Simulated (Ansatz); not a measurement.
# Sn under changes of volume

One of the cells (33.803 Å³/atom); the others are scaled copies at fixed shape and fractional positions:

```
Sn
1.0
     0.00000    3.23334    3.23334
     3.23334    0.00000    3.23334
     3.23334    3.23334    0.00000
Sn
2
Direct
  0.75000 0.75000 0.75000
  0.50000 0.50000 0.50000
```

This isn't the form of Sn at room conditions, which is tetragonal (white tin).

* Program: Ansatz 0.2.0
* Functional: PBE
* Potentials or basis: Ansatz PAW earlier set
* Cutoff: 770 eV
* Density cutoff: 3080 eV
* k mesh: 7 × 7 × 7
* Occupations: fermi-dirac, width 0.05 eV
* Spin: no spin polarisation

```csv
volume (Å³/atom),energy over the lowest point (meV/atom),pressure (GPa)
31.775,101.08,7.6
32.451,?,?
33.127,48.42,5.0
33.803,29.95,3.8
34.479,16.02,2.8
35.155,6.18,1.9
35.831,0.00,1.1
```

Q: What does the run at 32.451 Å³/atom give?

A: Energy over the lowest point 71.94 meV/atom; pressure 6.2 GPa.

Worked out: A Birch-Murnaghan fit of order 3 (a polynomial in V^(-2/3)) to the other rows has its minimum at 36.82 Å³/atom, just outside them, with B0 = V·E''(V) = 37 GPa and B' = 4.7. It gives 71.94 meV/atom at 32.451 Å³/atom, against the run's 71.94, and -dE/dV = 6.2 GPa, against 6.2.

Energies are extrapolated to zero smearing.
